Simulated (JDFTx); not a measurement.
# TaS2 (P-3m1) in JDFTx: equation of state

How stiff is TaS2 in PBEsol, and what volume does it want? The cell is scaled to several volumes.

All numbers are computed with JDFTx 1.7.0 (patched build); they aren't measurements. Logs are shortened: lines on timing, memory, paths and dates and some standing lists are left out, and cuts for length are marked. The log counts tension as positive stress, the text compression.

**1. The structure**

It takes space group P-3m1 (No. 164, trigonal). Conventional cell: a = 3.350 Å, b = 3.350 Å, c = 5.860 Å, α = 90.00°, β = 90.00°, γ = 120.00°. Ta (site symmetry -3m) is surrounded by 6 S at 2.43 Å. S (site symmetry 3m) is surrounded by 3 Ta at 2.43 Å.

**2. Equation of state, PBEsol, 17.85 Å³/atom (volume scaled by 0.94)**

TaS2.in reads:

```
lattice \
    6.2013506942    -3.1006753471     0.0000000000 \
    0.0000000000     5.3705272390     0.0000000000 \
    0.0000000000     0.0000000000    10.8477358413
coords-type Lattice
ion Ta     0.0000000000     0.0000000000     0.0000000000 1
ion S      0.6666666667     0.3333333333     0.7500000000 1
ion S      0.3333333333     0.6666666667     0.2500000000 1

ion-species pseudo/Ta.upf
ion-species pseudo/S.upf
elec-cutoff 29 232
elec-ex-corr gga-PBEsol
kpoint-folding 9 9 5
elec-smearing Fermi 0.0018374661
elec-n-bands 19
electronic-SCF nIterations 100 energyDiffThreshold 1e-09
electronic-minimize nIterations 30 energyDiffThreshold 1e-7
forces-output-coords Cartesian

dump-name run.$VAR
dump End Ecomponents EigStats BandEigs Kpoints Forces Stress
```

Potentials or basis: PseudoDojo-SR-PBEsol-0.4.1-standard with smoothed tails.

Started as:

```bash
> jdftx -c 1 -i TaS2.in -o TaS2.out
```

The program printed:

```text
*************** JDFTx 1.7.0 (patched build) ***************

Input parsed successfully to the following command list (including defaults):
[... the input with its defaults ...]

---------- Setting up symmetries ----------

Found 24 point-group symmetries of the bravais lattice
Found 12 space-group symmetries with basis
Applied RMS atom displacement 2.92334e-10 bohrs to make symmetries exact.

---------- Initializing the Grid ----------
R =
[      6.20135     -3.10068            0  ]
[            0      5.37053            0  ]
[            0            0      10.8477  ]
unit cell volume = 361.279
G =
[     1.0132   0.584969         -0  ]
[          0    1.16994          0  ]
[          0         -0   0.579216  ]
Minimum fftbox size, Smin = [  44  44  76  ]
Chosen fftbox size, S = [  48  48  80  ]

---------- Initializing tighter grid for wavefunction operations ----------
R =
[      6.20135     -3.10068            0  ]
[            0      5.37053            0  ]
[            0            0      10.8477  ]
unit cell volume = 361.279
G =
[     1.0132   0.584969         -0  ]
[          0    1.16994          0  ]
[          0         -0   0.579216  ]
Minimum fftbox size, Smin = [  32  32  56  ]
Chosen fftbox size, S = [  32  32  56  ]

---------- Exchange Correlation functional ----------
Initalized PBEsol GGA exchange.
Initalized PBEsol GGA correlation.

---------- Setting up pseudopotentials ----------
Width of ionic core gaussian charges (only for fluid interactions / plotting) set to 0

Reading pseudopotential file 'pseudo/Ta.upf':
  'Ta' pseudopotential, 'PBESOL' functional
  Generated using ONCVPSP code by D. R. Hamann
  13 valence electrons, 4 orbitals, 8 projectors, 1001 radial grid points, with lMax = 3
    5S    l: 0   occupation:  2.0   eigenvalue: -2.683866
    5P    l: 1   occupation:  6.0   eigenvalue: -1.448529
    5D    l: 2   occupation:  3.0   eigenvalue: -0.133056
    6S    l: 0   occupation:  2.0   eigenvalue: -0.201047
  Core radius for overlap checks: 2.22 bohrs.

Reading pseudopotential file 'pseudo/S.upf':
  'S' pseudopotential, 'PBESOL' functional
  Generated using ONCVPSP code by D. R. Hamann
  6 valence electrons, 2 orbitals, 6 projectors, 1001 radial grid points, with lMax = 2
    3S    l: 0   occupation:  2.0   eigenvalue: -0.631879
    3P    l: 1   occupation:  4.0   eigenvalue: -0.256451
  Core radius for overlap checks: 1.58 bohrs.

Initialized 2 species with 3 total atoms.

Folded 1 k-points by 9x9x5 to 405 k-points.

---------- Setting up k-points, bands, fillings ----------
Reduced to 50 k-points under symmetry.
Computing the number of bands and number of electrons
Calculating initial fillings.
nElectrons:  25.000000   nBands: 19   nStates: 50

----- Setting up reduced wavefunction bases (one per k-point) -----
average nbasis = 2695.716 , ideal nbasis = 2694.842

---------- Setting up ewald sum ----------
Optimum gaussian width for ewald sums = 2.365941 bohr.
Real space sum over 1521 unit cells with max indices [  6  6  4  ]
Reciprocal space sum over 2057 terms with max indices [  5  5  8  ]

---------- Allocating electronic variables ----------
Initializing wave functions:  linear combination of atomic orbitals
Note: number of bands (19) exceeds available atomic orbitals (18)
Ta pseudo-atom occupations:   s ( 2 2 )  p ( 6 )  d ( 3 )
S pseudo-atom occupations:   s ( 2 )  p ( 4 )
	FillingsUpdate:  mu: +0.393968168  nElectrons: 25.000000
LCAOMinimize: Iter:   0  F: -79.5184481315530860  |grad|_K:  5.198e-03  alpha:  1.000e+00
	FillingsUpdate:  mu: +0.408546319  nElectrons: 25.000000
LCAOMinimize: Iter:   1  F: -79.5598688182933529  |grad|_K:  3.307e-03  alpha:  9.898e-02  linmin: -3.556e-01  cgtest:  9.454e-01
LCAOMinimize: Encountered beta<0, resetting CG.
[... 12 lines of inner loops ...]
LCAOMinimize: Iter:   7  F: -79.5840868377086395  |grad|_K:  5.872e-07  alpha:  6.612e-01  linmin: -4.482e-04  cgtest: -6.818e-03
	FillingsUpdate:  mu: +0.434278139  nElectrons: 25.000000
LCAOMinimize: Iter:   8  F: -79.5840868396653462  |grad|_K:  3.694e-07  alpha:  6.278e-01  linmin: -5.345e-04  cgtest:  1.671e-03
LCAOMinimize: Converged (|Delta F|<1.000000e-06 for 2 iters).

-------- Electronic minimization -----------
Will mix electronic density at each iteration.
	FillingsUpdate:  mu: +0.434278139  nElectrons: 25.000000
	FillingsUpdate:  mu: +0.415159451  nElectrons: 25.000000
SCF: Cycle:  0   F: -79.645211039288711   dF: -6.112e-02   |Residual|: 1.569e-01   |deigs|: 8.029e-02
	FillingsUpdate:  mu: +0.420528332  nElectrons: 25.000000
SCF: Cycle:  1   F: -79.736973794838036   dF: -9.176e-02   |Residual|: 7.204e-02   |deigs|: 1.032e-02
	FillingsUpdate:  mu: +0.419455672  nElectrons: 25.000000
SCF: Cycle:  2   F: -79.747690022596402   dF: -1.072e-02   |Residual|: 1.998e-02   |deigs|: 7.281e-03
	FillingsUpdate:  mu: +0.420469404  nElectrons: 25.000000
SCF: Cycle:  3   F: -79.748387708010185   dF: -6.977e-04   |Residual|: 1.162e-02   |deigs|: 8.967e-04
	FillingsUpdate:  mu: +0.421380436  nElectrons: 25.000000
SCF: Cycle:  4   F: -79.748392407692990   dF: -4.700e-06   |Residual|: 3.193e-03   |deigs|: 7.263e-04
	FillingsUpdate:  mu: +0.421462896  nElectrons: 25.000000
SCF: Cycle:  5   F: -79.748427148989578   dF: -3.474e-05   |Residual|: 9.639e-04   |deigs|: 2.272e-04
	FillingsUpdate:  mu: +0.421568946  nElectrons: 25.000000
SCF: Cycle:  6   F: -79.748428286840166   dF: -1.138e-06   |Residual|: 2.378e-04   |deigs|: 1.167e-04
	FillingsUpdate:  mu: +0.421597757  nElectrons: 25.000000
SCF: Cycle:  7   F: -79.748428537893687   dF: -2.511e-07   |Residual|: 6.869e-05   |deigs|: 3.406e-05
	FillingsUpdate:  mu: +0.421602556  nElectrons: 25.000000
SCF: Cycle:  8   F: -79.748428628891887   dF: -9.100e-08   |Residual|: 3.732e-05   |deigs|: 1.880e-05
	FillingsUpdate:  mu: +0.421601186  nElectrons: 25.000000
SCF: Cycle:  9   F: -79.748428660796677   dF: -3.190e-08   |Residual|: 3.390e-05   |deigs|: 1.726e-05
	FillingsUpdate:  mu: +0.421599462  nElectrons: 25.000000
SCF: Cycle: 10   F: -79.748428675074166   dF: -1.428e-08   |Residual|: 1.594e-05   |deigs|: 2.010e-05
	FillingsUpdate:  mu: +0.421598715  nElectrons: 25.000000
SCF: Cycle: 11   F: -79.748428679554095   dF: -4.480e-09   |Residual|: 2.803e-06   |deigs|: 1.126e-05
	FillingsUpdate:  mu: +0.421598634  nElectrons: 25.000000
SCF: Cycle: 12   F: -79.748428681650410   dF: -2.096e-09   |Residual|: 4.946e-06   |deigs|: 1.334e-05
	FillingsUpdate:  mu: +0.421598323  nElectrons: 25.000000
SCF: Cycle: 13   F: -79.748428682257440   dF: -6.070e-10   |Residual|: 1.953e-06   |deigs|: 7.529e-06
	FillingsUpdate:  mu: +0.421598240  nElectrons: 25.000000
SCF: Cycle: 14   F: -79.748428682592788   dF: -3.353e-10   |Residual|: 1.400e-06   |deigs|: 1.572e-05
SCF: Converged (|Delta E|<1.000000e-09 for 2 iters).

Setting wave functions to eigenvectors of Hamiltonian

# Stress tensor in Cartesian coordinates [Eh/a0^3]:
[ -0.000438114            0            0  ]
[            0 -0.000438114            0  ]
[            0            0 -0.000629491  ]

# Ionic positions in lattice coordinates:
ion Ta   0.000000000000000   0.000000000000000   0.000000000000000 1
ion S   0.666666666666667   0.333333333333333   0.750000000000000 1
ion S   0.333333333333333   0.666666666666667   0.250000000000000 1

# Forces in Cartesian coordinates:
force Ta  -0.000000000000000   0.000000000000000   0.000000000000000 1
force S  -0.000000000000000  -0.000000000000000  -0.041271284492268 1
force S   0.000000000000000   0.000000000000000   0.041271284492267 1

# Energy components:
   Eewald =      -56.5056941941695996
       EH =       19.8617210492960403
     Eloc =      -62.2624795026979001
      Enl =        7.6549485009724423
      Exc =      -21.1371675292591092
 Exc_core =        7.4783808743653024
       KE =       25.1623779461901229
-------------------------------------
     Etot =      -79.7479128553027010
       TS =        0.0005158272900864
-------------------------------------
        F =      -79.7484286825927882

IonicMinimize: Iter:   0  F: -79.748428682592788  |grad|_K:  1.946e-02
IonicMinimize: None of the convergence criteria satisfied after 0 iterations.

#--- Lowdin population analysis ---
# oxidation-state Ta +0.415
# oxidation-state S -0.110 -0.110

Dumping 'run.eigStats' ...
	eMin: -2.095747 at state 2 ( [ +0.000000 +0.000000 +0.400000 ] spin 0 )
	HOMO: +0.421517 at state 36 ( [ +0.111111 +0.444444 +0.000000 ] spin 0 )
	mu  : +0.421598
	LUMO: +0.424183 at state 23 ( [ +0.111111 +0.111111 +0.000000 ] spin 0 )
	eMax: +0.787734 at state 47 ( [ +0.333333 +0.333333 +0.000000 ] spin 0 )
	HOMO-LUMO gap: +0.002666
	Optical gap  : +0.008430 at state 0 ( [ +0.000000 +0.000000 +0.000000 ] spin 0 )
Done!
```

Run time: 1.9 min. Hardware: 1 thread of AMD EPYC 7R43 (Zen 3), shared host; peak memory 0.23 GiB.

Results:

- Free energy: -2170.0653 eV
- Pressure: 14.8 GPa
- Largest force: 2.122 eV/Å
- Band gap on the k mesh: none (metal or under the smearing width)

Caveat: this functional lacks dispersion, which binds the layers, so the pressure and a relaxed spacing across them are unreliable; forces of over 1 eV/Å show positions far from the minimum, so gaps and moduli don't describe the material at rest.

**3. Equation of state, PBEsol, 18.23 Å³/atom (volume scaled by 0.96)**

TaS2.in, as its differences from that of step 2:

```diff
@@ -1,5 +1,5 @@
 lattice \
-    6.2013506942    -3.1006753471     0.0000000000 \
-    0.0000000000     5.3705272390     0.0000000000 \
-    0.0000000000     0.0000000000    10.8477358413
+    6.2450236169    -3.1225118084     0.0000000000 \
+    0.0000000000     5.4083490996     0.0000000000 \
+    0.0000000000     0.0000000000    10.9241308641
 coords-type Lattice
```

Potentials or basis: PseudoDojo-SR-PBEsol-0.4.1-standard with smoothed tails.

Started as:

```bash
> jdftx -c 1 -i TaS2.in -o TaS2.out
```

Run time: 2 min. Hardware: 1 thread of AMD EPYC 7R43 (Zen 3), shared host; peak memory 0.24 GiB.

It converged, with:

| Quantity | Value |
| --- | --- |
| Free energy | -2170.1564 eV |
| Pressure | 10.9 GPa |
| Largest force | 1.711 eV/Å |
| Band gap on the k mesh | none (metal or under the smearing width) |
| Loewdin charges | Ta +0.44; S -0.13 e |

Caveat: this functional lacks dispersion, which binds the layers, so the pressure and a relaxed spacing across them are unreliable; forces of over 1 eV/Å show positions far from the minimum, so gaps and moduli don't describe the material at rest.

**4. Equation of state, PBEsol, 18.60 Å³/atom (volume scaled by 0.98)**

TaS2.in, as its differences from that of step 3:

```diff
@@ -1,5 +1,5 @@
 lattice \
-    6.2450236169    -3.1225118084     0.0000000000 \
-    0.0000000000     5.4083490996     0.0000000000 \
-    0.0000000000     0.0000000000    10.9241308641
+    6.2880941064    -3.1440470531     0.0000000000 \
+    0.0000000000     5.4456492376     0.0000000000 \
+    0.0000000000     0.0000000000    10.9994720785
 coords-type Lattice
```

Started as:

```bash
> jdftx -c 1 -i TaS2.in -o TaS2.out
```

Wall time 1.9 min (1 thread of AMD EPYC 7R43 (Zen 3), shared host); peak memory 0.23 GiB.

Results (log left out):

```yaml
Free_energy: -2170.2216 eV
Pressure: 7.4 GPa
Largest_force: 1.329 eV/Å
Band_gap_on_the_k_mesh: none (metal or under the smearing width)
Loewdin_charges: Ta +0.47; S -0.14 e
```

Caveat: this functional lacks dispersion, which binds the layers, so the pressure and a relaxed spacing across them are unreliable; forces of over 1 eV/Å show positions far from the minimum, so gaps and moduli don't describe the material at rest.

**5. Equation of state, PBEsol, 18.98 Å³/atom**

TaS2.in, as its differences from that of step 4:

```diff
@@ -1,5 +1,5 @@
 lattice \
-    6.2880941064    -3.1440470531     0.0000000000 \
-    0.0000000000     5.4456492376     0.0000000000 \
-    0.0000000000     0.0000000000    10.9994720785
+    6.3305825175    -3.1652912587     0.0000000000 \
+    0.0000000000     5.4824452809     0.0000000000 \
+    0.0000000000     0.0000000000    11.0737950903
 coords-type Lattice
```

Started as:

```bash
> jdftx -c 1 -i TaS2.in -o TaS2.out
```

It took 2.1 min on 1 thread of AMD EPYC 7R43 (Zen 3), shared host; peak memory 0.24 GiB.

The run converged. Its results:

* Free energy: -2170.2632 eV
* Pressure: 4.3 GPa
* Largest force: 0.973 eV/Å
* Band gap on the k mesh: none (metal or under the smearing width)
* Loewdin charges: Ta +0.50; S -0.15 e

Caveat: this functional lacks dispersion, which binds the layers, so the pressure and a relaxed spacing across them are unreliable.

**6. Equation of state, PBEsol, 19.36 Å³/atom (volume scaled by 1.02)**

TaS2.in, as its differences from that of step 5:

```diff
@@ -1,5 +1,5 @@
 lattice \
-    6.3305825175    -3.1652912587     0.0000000000 \
-    0.0000000000     5.4824452809     0.0000000000 \
-    0.0000000000     0.0000000000    11.0737950903
+    6.3725081268    -3.1862540634     0.0000000000 \
+    0.0000000000     5.5187539237     0.0000000000 \
+    0.0000000000     0.0000000000    11.1471336189
 coords-type Lattice
```

Potentials or basis: PseudoDojo-SR-PBEsol-0.4.1-standard with smoothed tails.

Started as:

```bash
> jdftx -c 1 -i TaS2.in -o TaS2.out
```

Run time: 2.1 min. Hardware: 1 thread of AMD EPYC 7R43 (Zen 3), shared host; peak memory 0.25 GiB.

Results (log left out):

| Property | Result |
| --- | --- |
| Free energy | -2170.2835 eV |
| Pressure | 1.5 GPa |
| Largest force | 0.640 eV/Å |
| Band gap on the k mesh | none (metal or under the smearing width) |
| Loewdin charges | Ta +0.52; S -0.17 e |

Caveat: this functional lacks dispersion, which binds the layers, so the pressure and a relaxed spacing across them are unreliable.

**7. Equation of state, PBEsol, 19.74 Å³/atom (volume scaled by 1.04)**

TaS2.in, as its differences from that of step 6:

```diff
@@ -1,5 +1,5 @@
 lattice \
-    6.3725081268    -3.1862540634     0.0000000000 \
-    0.0000000000     5.5187539237     0.0000000000 \
-    0.0000000000     0.0000000000    11.1471336189
+    6.4138892093    -3.2069446046     0.0000000000 \
+    0.0000000000     5.5545909923     0.0000000000 \
+    0.0000000000     0.0000000000    11.2195196317
 coords-type Lattice
```

Started as:

```bash
> jdftx -c 1 -i TaS2.in -o TaS2.out
```

Wall time 2.1 min (1 thread of AMD EPYC 7R43 (Zen 3), shared host); peak memory 0.25 GiB.

Results (log left out):

```
Free energy            : -2170.2846 eV
Pressure               : -1.1 GPa
Largest force          : 0.331 eV/Å
Band gap on the k mesh : none (metal or under the smearing width)
Loewdin charges        : Ta +0.55; S -0.18 e
```

Caveat: this functional lacks dispersion, which binds the layers, so the pressure and a relaxed spacing across them are unreliable.

**8. Equation of state, PBEsol, 20.12 Å³/atom (volume scaled by 1.06)**

TaS2.in, as its differences from that of step 7:

```diff
@@ -1,5 +1,5 @@
 lattice \
-    6.4138892093    -3.2069446046     0.0000000000 \
-    0.0000000000     5.5545909923     0.0000000000 \
-    0.0000000000     0.0000000000    11.2195196317
+    6.4547431082    -3.2273715542     0.0000000000 \
+    0.0000000000     5.5899715066     0.0000000000 \
+    0.0000000000     0.0000000000    11.2909834670
 coords-type Lattice
```

Started as:

```bash
> jdftx -c 1 -i TaS2.in -o TaS2.out
```

Run time: 2.3 min. Hardware: 1 thread of AMD EPYC 7R43 (Zen 3), shared host; peak memory 0.26 GiB.

The run converged. Its results:

- Free energy: -2170.2683 eV
- Pressure: -3.4 GPa
- Largest force: 0.042 eV/Å
- Band gap on the k mesh: none (metal or under the smearing width)
- Loewdin charges: Ta +0.57; S -0.19 e

Caveat: this functional lacks dispersion, which binds the layers, so the pressure and a relaxed spacing across them are unreliable.

**9. Equation of state, PBEsol**

Potentials or basis: PseudoDojo-SR-PBEsol-0.4.1-standard with smoothed tails.

This step only gathers the single runs of the series.

Results:

| Property | Result |
| --- | --- |
| Equilibrium volume | 19.58 Å³/atom |
| Bulk modulus at fixed shape and positions | 132 GPa |
| Pressure derivative of the bulk modulus | 4.1 |

Energy against volume, from the lowest point:
```tsv
volume (Å³/atom)	energy (meV/atom)
17.845	73.11
18.225	42.73
18.605	21.02
18.984	7.15
19.364	0.37
19.744	0.00
20.123	5.43
```

Caveat: the cell was scaled at fixed shape and fractional positions, which overstates the stiffness of a crystal with free parameters, most of all of layers and chains; this functional lacks dispersion, which binds the layers, so the pressure and a relaxed spacing across them are unreliable. Spin-orbit coupling is left out, which matters for the levels of Ta.
